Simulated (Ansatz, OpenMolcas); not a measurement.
## Correcting a cheap level on carbon molecules

The atomisation enthalpy at 298 K in kJ/mol of 6 carbon molecules: x at r2SCAN/6-31G* (spherical functions), y from tabulated heats of molecules and atoms (Active Thermochemical Tables, CRC Handbook of Chemistry and Physics). Shapes, held fixed at every level: PBE0-D4/def2-TZVP. Flexible molecules stand in one conformer, not always the lowest. Computed values hold a harmonic thermal term (B3LYP/6-31G*, PBE/def2-SVP, PBE0-D4/def2-TZVP) and the atoms' spin-orbit lowering. Programs: OpenMolcas 26.06.

| molecule | x (kJ/mol) | y (kJ/mol) |
| --- | --- | --- |
| C3H7Cl (1-chloropropane) | 3931 | 3930 |
| C4H6 (1,3-butadiene) | 4062 | 4065 |
| C4H8 (cyclobutane) | 4589 | ? |
| C4H8 (1-butene) | 4602 | 4612 |
| C4H8 (isobutene) | 4620 | 4629 |
| C4H9Cl (1-chlorobutane) | 5107 | 5105 |

Problem. Fit y = c + s·x to the known rows and predict y for C4H8 (cyclobutane).

Solution. 
1. Means of the 5 rows: x = 4464.40, y = 4468.2.
2. Σ(Δx)² = 902521, Σ(Δx·Δy) = 903339, so the slope is 903339/902521 = 1.0009.
3. Intercept: 4468.2 − (1.0009) × 4464.40 = -0.2. The largest residual of the fit is 6.4.
4. C4H8 (cyclobutane): -0.2 + 1.0009 × 4589 = 4593 kJ/mol.

The tabulated heats give 4584 kJ/mol, so the prediction is off by +9 kJ/mol, more than the largest residual. Uncorrected, r2SCAN/6-31G* (spherical functions) misses C4H8 (cyclobutane) by +5 kJ/mol, and the other rows by 5 on average. The line makes this one worse. Left out in turn, the other rows are missed by 9 kJ/mol on average, worse than no correction. The heats of C3H7Cl (1-chloropropane), C4H9Cl (1-chlorobutane) come from older tables and can be uncertain by 10 kJ/mol or more.
